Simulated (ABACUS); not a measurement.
Crystal: C.

```
C
1.0
     0.00000    1.78337    1.78337
     1.78337    0.00000    1.78337
     1.78337    1.78337    0.00000
C
2
Direct
  0.75000 0.75000 0.75000
  0.50000 0.50000 0.50000
```

This isn't the form of C at room conditions, which is graphite.

Base run:

| Property | Result |
| --- | --- |
| Program | ABACUS 3.10.1 |
| Functional | SOGGA |
| Potentials or basis | GBRV ultrasoft 1.5 PBEsol |
| Cutoff | 544 eV |
| Density cutoff | 4354 eV |
| Basis | plane waves |
| k mesh | 10 × 10 × 10 |
| Occupations | fermi-dirac, width 0.05 eV |
| Spin | no spin polarisation |

Its results: band gap on the k mesh 3.96 eV, indirect (least direct gap 5.50 eV); pressure -7.2 GPa.

Q: After a change of settings the same cell gave: band gap on the k mesh 4.18 eV, indirect (least direct gap 5.56 eV); pressure -11.2 GPa. Which change was it?
A. functional from SOGGA to LDA-PW92; potentials or basis from GBRV ultrasoft 1.5 PBEsol to PseudoDojo NC SR 0.4.1 LDA stringent; cutoff from 544 eV to 1116 eV; density cutoff from 4354 eV to 4463 eV
B. functional from SOGGA to rPW86PBE; potentials or basis from GBRV ultrasoft 1.5 PBEsol to SG15 ONCV 1.2 PBE; cutoff from 544 eV to 1116 eV; density cutoff from 4354 eV to 4463 eV
C. functional from SOGGA to WC
D. functional from SOGGA to HCTH407; potentials or basis from GBRV ultrasoft 1.5 PBEsol to SG15 ONCV 1.2 PBE; cutoff from 544 eV to 1116 eV; density cutoff from 4354 eV to 4463 eV

A: A.

Caveats: the potentials were made for another functional, which shifts forces and pressure (some runs).

Not every run made on this cell is shown here.
